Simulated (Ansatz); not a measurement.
# Ti3Pt: the cost of one run

Program: Ansatz 0.2.0. Level of theory: DFT PBE, scalar-relativistic, plane waves, PAW. These are calculated values, not measurements.

### Step 1. The structure to begin with

Symmetry: I4/mmm, No. 139, tetragonal system. Conventional cell: a = 3.852 Å, b = 3.852 Å, c = 8.604 Å, α = 90.00°, β = 90.00°, γ = 90.00°. Ti (site symmetry 4/mmm) is surrounded by 4 Pt at 2.72 Å and 8 Ti at 2.89 Å. Ti (site symmetry -4m2) has 8 Ti at 2.72 to 2.89 Å and 4 Pt at 2.89 Å as nearest neighbours. Around Pt (site symmetry 4/mmm) lie 12 Ti at 2.72 to 2.89 Å.

Structure file:

```cif
data_structure
_symmetry_space_group_name_H-M 'P 1'
_symmetry_Int_Tables_number 1
_cell_length_a 5.0918
_cell_length_b 5.0918
_cell_length_c 5.0918
_cell_angle_alpha 135.550
_cell_angle_beta 135.550
_cell_angle_gamma 64.676
_cell_volume 63.83
loop_
_atom_site_label
_atom_site_type_symbol
_atom_site_fract_x
_atom_site_fract_y
_atom_site_fract_z
_atom_site_occupancy
Ti1 Ti 0.50000 0.50000 0.00000 1
Ti2 Ti 0.25000 0.75000 0.50000 1
Ti3 Ti 0.75000 0.25000 0.50000 1
Pt1 Pt 0.00000 0.00000 0.00000 1
```

(A quick probe on a coarse mesh, which set the mesh and smearing, is not shown.)

### Step 3. Relaxing cell and atoms

Input file input.yaml:

```yaml
crystal:
  lattice:
    - [-1.9259476087, 1.9259476087, 4.3021167362]
    - [1.9259476087, -1.9259476087, 4.3021167362]
    - [1.9259476087, 1.9259476087, -4.3021167362]
  atoms:
    - { symbol: Ti, position: [0.5, 0.5, 0.0] }
    - { symbol: Ti, position: [0.25, 0.75, 0.5] }
    - { symbol: Ti, position: [0.75, 0.25, 0.5] }
    - { symbol: Pt, position: [0.0, 0.0, 0.0] }
basis:
  ecutwfc: 420
kpoints:
  mp_grid: { grid: [16, 16, 16] }
hamiltonian:
  xc: pbe
scf:
  occupations: { method: gaussian, width: 0.1 }
output:
  forces: true
  stress: true
  eigenvalues: true
  write_density: true
  write_potential: true
  elf: true
  volumetric_format: npy
relax:
  adjacent_minimum: "off"
  f_tol: 0.01
  max_steps: 80
  cell: { stress_tol: 0.05 }
```

Command:

```bash
$ ansatz run input.yaml --threads 1 --pin off --max-ram 2560MiB --backend cpu --events-out ev --progress --plain --runs-dir out
```

What time and memory should one allow on 1 thread of Arm Neoverse V1, shared host?

About 5.3 min, with a peak of 0.81 GiB.
